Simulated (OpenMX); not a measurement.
Runs of OpenMX 3.8.5 on Cu. Symmetry: Fm-3m, No. 225, cubic system. The conventional cell has a = 3.663 Å, b = 3.663 Å, c = 3.663 Å, α = 90.00°, β = 90.00°, γ = 90.00°. Around Cu (site symmetry m-3m) lie 12 Cu at 2.59 Å. 

| cell | gap on the mesh (eV) | pressure (GPa) |
| --- | --- | --- |
| Fm-3m, 12.28 Å³/atom | none | (a) |
| Fm-3m, 11.81 Å³/atom | none | (b) |
| Fm-3m, 12.76 Å³/atom | none | -4.6 |
| Fm-3m, 10.39 Å³/atom | none | 32.3 |
| Fm-3m, 10.87 Å³/atom | none | 21.1 |
| Fm-3m, 11.34 Å³/atom | none | 11.9 |

Alike in all rows: task single point; level PBE; potentials or basis OpenMX 2013 PBE set, Cu6.0H-s3p2d2, grid cutoff 500 Ry; no spin polarisation; k mesh 9 × 9 × 9; smearing fermi-dirac 0.05 eV.

Question: Fill in the values left out.

Answer: (a) -1.0; (b) 4.4.

Caveats: the basis of atomic orbitals isn't converged, which shifts pressures, moduli and gaps.

A gap of «none» marks a metal or a gap under the smearing width.
